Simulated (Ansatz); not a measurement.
A surface is cut from this relaxed crystal of Sn:

```cif
data_structure
_symmetry_space_group_name_H-M 'P 1'
_symmetry_Int_Tables_number 1
_cell_length_a 4.7067
_cell_length_b 4.7067
_cell_length_c 4.7067
_cell_angle_alpha 60.000
_cell_angle_beta 60.000
_cell_angle_gamma 60.000
_cell_volume 73.73
loop_
_atom_site_label
_atom_site_type_symbol
_atom_site_fract_x
_atom_site_fract_y
_atom_site_fract_z
_atom_site_occupancy
Sn1 Sn 0.50000 0.50000 0.50000 1
Sn2 Sn 0.75000 0.75000 0.75000 1
```

Miller indices refer to the conventional cell of Fd-3m (No. 227), a = 6.656 Å, b = 6.656 Å, c = 6.656 Å, α = 90.00°, β = 90.00°, γ = 90.00°.

The (100) slab of 9 planes, 13.3 Å thick with 15 Å of vacuum as cut; outer planes Sn (top) and Sn (bottom).

Method: DFT PBE, scalar-relativistic, plane waves, PAW (Ansatz). Plane waves to 420 eV, a k mesh through Γ of 8×8×1 on the computed 9-atom cell and Gaussian smearing (0.10 eV); no spin polarisation. A dipole correction removes the field between periodic images along c.

The work function read from the bulk's Fermi level differs by 0.17 eV, so the slab's middle doesn't match the bulk reference (too thin, or relaxed to another structure or magnetic state).

With the atoms at the bulk's places:

* Surface energy (mean of both faces): 0.89 J/m²
* Work function: 4.56 eV

Question: What changes when all atoms relax within this surface cell and its symmetry?

Answer: The energy falls by 0.001 J/m² a face, and the largest move is 0.04 Å.

* Surface energy (mean of both faces): 0.89 J/m²
* Work function: 4.56 eV

```csv
plane (bottom to top),atoms,"spacing to next, bulk (Å)",relaxed (Å),change (%)
1,Sn,1.664,1.705,+2.4
2,Sn,1.664,1.667,+0.2
3,Sn,1.664,1.661,-0.2
4,Sn,1.664,1.666,+0.1
5,Sn,1.664,1.666,+0.1
6,Sn,1.664,1.661,-0.2
7,Sn,1.664,1.667,+0.2
8,Sn,1.664,1.705,+2.4
9,Sn,,,
```